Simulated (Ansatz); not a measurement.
Runs of Ansatz 0.2.0 on SiC (Moissanite). The structure is hexagonal, space group P6_3mc (No. 186). The conventional cell has a = 3.076 Å, b = 3.076 Å, c = 5.048 Å, α = 90.00°, β = 90.00°, γ = 120.00°. Si (site symmetry 3m) is surrounded by 4 C at 1.87 to 1.94 Å. C (site symmetry 3m) is surrounded by 4 Si at 1.87 to 1.94 Å. 

```tsv
task	level	cell	k mesh	cutoff (eV)	smearing	points for each segment of the path	atoms under strain	gap on the mesh (eV)	pressure (GPa)	relaxed volume (Å³/atom)	largest force (eV/Å)
band structure	RPBE	as given	10 × 10 × 5	420	fermi-dirac 0.05 eV	14	-	(c)	7.0	-	0.76
relaxation of cell and atoms	PBEsol	relaxed	10 × 10 × 5	420	fermi-dirac 0.05 eV	-	-	2.28	0.0	10.34	-
relaxation of cell and atoms	LDA	relaxed	10 × 10 × 5	420	fermi-dirac 0.05 eV	-	-	2.29	0.0	10.14	-
single point	BLYP	as given	10 × 10 × 5	420	gaussian 0.05 eV	-	-	2.82	8.2	-	0.76
relaxation of cell and atoms	revPBE+D4	relaxed	10 × 10 × 5	420	fermi-dirac 0.05 eV	-	-	2.43	0.0	10.20	-
relaxation of cell and atoms	RPBE+D3(BJ)	relaxed	10 × 10 × 5	420	fermi-dirac 0.05 eV	-	-	2.36	0.0	9.63	-
relaxation of cell and atoms	revPBE+D3(BJ)	relaxed	10 × 10 × 5	420	fermi-dirac 0.05 eV	-	-	2.43	0.0	(a)	-
band structure	r2SCAN	as given	10 × 10 × 5	500	fermi-dirac 0.05 eV	14	-	2.85	0.2	-	0.77
relaxation of cell and atoms	RPBE+D4	relaxed	10 × 10 × 5	420	fermi-dirac 0.05 eV	-	-	2.44	0.0	10.19	-
elastic constants	LDA	as given	7 × 7 × 4	420	fixed	-	relaxed	2.48	-4.3	-	-
single point	LDA	as given	10 × 10 × 5	420	gaussian 0.05 eV	-	-	(b)	-4.0	-	0.73
band structure	revPBE	as given	10 × 10 × 5	420	fermi-dirac 0.05 eV	14	-	2.51	6.1	-	0.76
```

Alike in all rows: potentials or basis Ansatz PAW; no spin polarisation.

Fill in the values left out.

(a) 10.17; (b) 2.37; (c) 2.52.

Caveats: the PAW data sets come from PBE, with cores solved anew for the run's functional, which leaves a small shift of forces and pressure; odd divisions of the mesh miss points on the zone boundary, where band edges often lie, so the gap on the mesh can be too wide (some runs); the plane-wave basis is chosen anew once the cell has moved, so the energies of steps on either side of that aren't comparable (some runs); the k mesh misses the band edges, so the gap on the mesh is wider than the one along the path (some runs); the cell is more than 3 GPa from zero pressure, which shifts response properties (some runs).

Runs at the PBE level aren't shown here.
